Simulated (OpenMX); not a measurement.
Runs of OpenMX 3.8.5 on W. Symmetry: Im-3m, No. 229, cubic system. The conventional cell has a = 3.165 Å, b = 3.165 Å, c = 3.165 Å, α = 90.00°, β = 90.00°, γ = 90.00°. W (site symmetry m-3m) is surrounded by 8 W at 2.74 Å. 

```tsv
task	level	potentials or basis	spin	k mesh	SCF threshold	max SCF cycles	grid points, held for all volumes	mesh quality	moment (μB)	V0 of scaled cells (Å³/atom)	B0 (GPa)
equation of state	PBE	OpenMX 2013 PBE set, W7.0-s3p2d2f1, fixed grid of 27 × 27 × 27 points	off	13 × 13 × 13	1e-08 Ha	-	27 × 27 × 27	not flagged	-	16.16	(a)
equation of state	PBE	OpenMX 2013 PBE set, W7.0-s3p2d2f1, fixed grid of 25 × 25 × 25 points	off	13 × 13 × 13	1e-08 Ha	-	25 × 25 × 25	not flagged	-	(b)	306
band structure	PBE	OpenMX 2013 PBE set, W7.0-s3p2d2f1, grid cutoff 400 Ry	non-collinear, zero start, SOC	7 × 7 × 7	1e-07 Ha	100	-	coarse	0.00	-	-
band structure	PBE+D3(BJ)	OpenMX 2013 PBE set, W7.0-s3p2d2, grid cutoff 400 Ry	collinear, random start	13 × 13 × 13	1e-08 Ha	100	-	not flagged	0.00	-	-
equation of state	PBE	OpenMX 2013 PBE set, W7.0-s3p2d2, fixed grid of 27 × 27 × 27 points	off	13 × 13 × 13	1e-08 Ha	-	27 × 27 × 27	not flagged	-	16.35	304
band structure	PBE	OpenMX 2013 PBE set, W7.0-s3p2d2f1, grid cutoff 400 Ry	non-collinear, zero start, SOC	9 × 9 × 9	1e-07 Ha	100	-	not flagged	0.00	-	-
band structure	PBE	OpenMX 2013 PBE set, W7.0-s3p2d2f1, grid cutoff 400 Ry	non-collinear, zero start	7 × 7 × 7	1e-07 Ha	100	-	coarse	0.00	-	-
```

Alike in all rows: cell as given; smearing fermi-dirac 0.05 eV.

Task: Estimate the missing entries.

Result: (a) 307; (b) 16.17.

Caveats: some runs use coarse meshes; the basis of atomic orbitals isn't converged, which shifts pressures, moduli and gaps; volumes in these bases differ from converged ones by about 1 %, for some elements by several (some runs); total energies with and without spin-orbit coupling shouldn't be compared in this program (some runs); pairwise dispersion overbinds metals, which lowers pressure and volume (some runs).

Not every run made on this cell is shown here.
